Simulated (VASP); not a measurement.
Runs of VASP 6.6.1 on MgTe. Symmetry: P6_3mc, No. 186, hexagonal system. The conventional cell has a = 4.609 Å, b = 4.609 Å, c = 7.498 Å, α = 90.00°, β = 90.00°, γ = 120.00°. Around Mg (site symmetry 3m) lie 4 Te at 2.82 Å. Te (site symmetry 3m) is surrounded by 4 Mg at 2.82 Å. 

```tsv
task	cell	k mesh	cutoff (eV)	smearing	gap on the mesh (eV)	pressure (GPa)	relaxed volume (Å³/atom)
single point	P6_3mc, 34.49 Å³/atom	6 × 6 × 4	520	gaussian 0.02 eV	2.36	0.0	-
relaxation of cell and atoms	relaxed	6 × 6 × 4	600	gaussian 0.02 eV	2.36	0.0	34.48
single point	P6_3mc, 33.0 Å³/atom	6 × 6 × 4	520	gaussian 0.1 eV	(a)	1.7	-
single point	P6_3mc, 34.49 Å³/atom	9 × 9 × 4	520	gaussian 0.02 eV	2.36	0.0	-
single point	P6_3mc, 34.49 Å³/atom	9 × 9 × 4	520	gaussian 0.05 eV	2.36	0.0	-
relaxation of cell and atoms	relaxed	9 × 9 × 4	600	gaussian 0.02 eV	2.36	0.0	34.46
```

Alike in all rows: level PBE; potentials or basis VASP PAW PBE potentials, release 64 (Mg, Te); no spin polarisation.

Question: Fill in the values left out.

Answer: (a) 2.53.

Caveats: spin-orbit coupling is left out, which moves the levels of the heavy elements.

A k mesh can miss the band edges, and the runs leave out spin-orbit coupling on Te.
